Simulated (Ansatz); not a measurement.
ZnS:

```
Zn S
1.0
     0.00000    2.70200    2.70200
     2.70200    0.00000    2.70200
     2.70200    2.70200    0.00000
Zn S
1 1
Direct
  0.75000 0.75000 0.75000
  0.00000 0.00000 0.00000
```

Base run:

| Quantity | Value |
| --- | --- |
| Program | Ansatz 0.2.0 |
| Functional | PBE-EpsX |
| Potentials or basis | Ansatz PAW |
| Cutoff | 420 eV |
| Density cutoff | 1680 eV |
| k mesh | 5 × 5 × 5 |
| Occupations | fermi-dirac, width 0.05 eV |
| Spin | no spin polarisation |

Its results: band gap on the k mesh 3.38 eV, direct.

**Question.** After a change of settings the same cell gave: band gap on the k mesh 10.25 eV, direct. Which change was it?
A. functional from PBE-EpsX to r2SCAN50; cutoff from 420 eV to 500 eV; density cutoff from 1680 eV to 2000 eV
B. functional from PBE-EpsX to HF
C. functional from PBE-EpsX to PBE; k mesh from 5 × 5 × 5 to 9 × 9 × 9
D. functional from PBE-EpsX to rPW86-PBE; k mesh from 5 × 5 × 5 to 9 × 9 × 9

**Answer.** B.

Not every run made on this cell is shown here.
